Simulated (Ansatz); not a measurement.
**KCl: a single-point run**

Aim: a sound single-point run of KCl. The structure is shown as the input types it. The cell is built on a prototype (zincblende) and needn't be the phase found in nature.

Method: density functional or hybrid calculation with the settings of its input, plane waves (as first typed), in Ansatz 0.2.0.

4 further runs of the same task are left out: 1 for a known fault of the program, 3 that didn't finish.

## Step 1: The starting structure

It takes space group F-43m (No. 216, cubic). The conventional cell has a = 7.015 Å, b = 7.015 Å, c = 7.015 Å, α = 90.00°, β = 90.00°, γ = 90.00°. Around K (site symmetry -43m) lie 4 Cl at 3.04 Å. Around Cl (site symmetry -43m) lie 4 K at 3.04 Å.

As a file:

```cif
data_structure
_symmetry_space_group_name_H-M 'F-43m'
_symmetry_Int_Tables_number 216
_cell_length_a 7.0146
_cell_length_b 7.0146
_cell_length_c 7.0146
_cell_angle_alpha 90.000
_cell_angle_beta 90.000
_cell_angle_gamma 90.000
_cell_volume 345.15
loop_
_atom_site_label
_atom_site_type_symbol
_atom_site_symmetry_multiplicity
_atom_site_Wyckoff_symbol
_atom_site_fract_x
_atom_site_fract_y
_atom_site_fract_z
_atom_site_occupancy
K1 K 4 a 0.00000 0.00000 0.00000 1
Cl1 Cl 4 d 0.25000 0.25000 0.75000 1
```

## Step 2: Input and run

input.yaml reads:

```yaml
crystal:
  lattice:
    - [0.0, 3.5072828324, 3.5072828324]
    - [3.5072828324, 0.0, 3.5072828324]
    - [3.5072828324, 3.5072828324, 0.0]
  atoms:
    - { symbol: K, position: [0.0, 0.0, 0.0] }
    - { symbol: Cl, position: [0.25, 0.25, 0.25] }
kpoints:
  mp_grid: { grid: [4, 4, 4] }
hamiltonian:
  xc: r2scan
scf:
  occupations: { method: fixed }
  n_extra_bands: 4
  convergence: { dr2_threshold: 1.0 }
  max_iter: 83
output:
  forces: true
  stress: true
  eigenvalues: true
```

Run with:

```console
> ansatz run input.yaml --threads 4 --pin off --max-ram 3686MiB --backend cpu --events-out ev --progress --plain --runs-dir out
```

Q: Will this input give a usable result? If not, why, and what should change?

The program finished normally, with warnings (force scf threshold loose, stress scf threshold loose). Its log warns: «scf.convergence.dr2_threshold = 1e0 eV is looser than this run's default, which is 1e-7 eV or tighter. The error in the forces grows as the threshold's square root ...»

The threshold asked is loose, but the program put off the close and ended at dr2 = 2.3e-9, so little accuracy was lost here.

Run again and compare: delete scf.convergence.dr2_threshold (the default then holds).
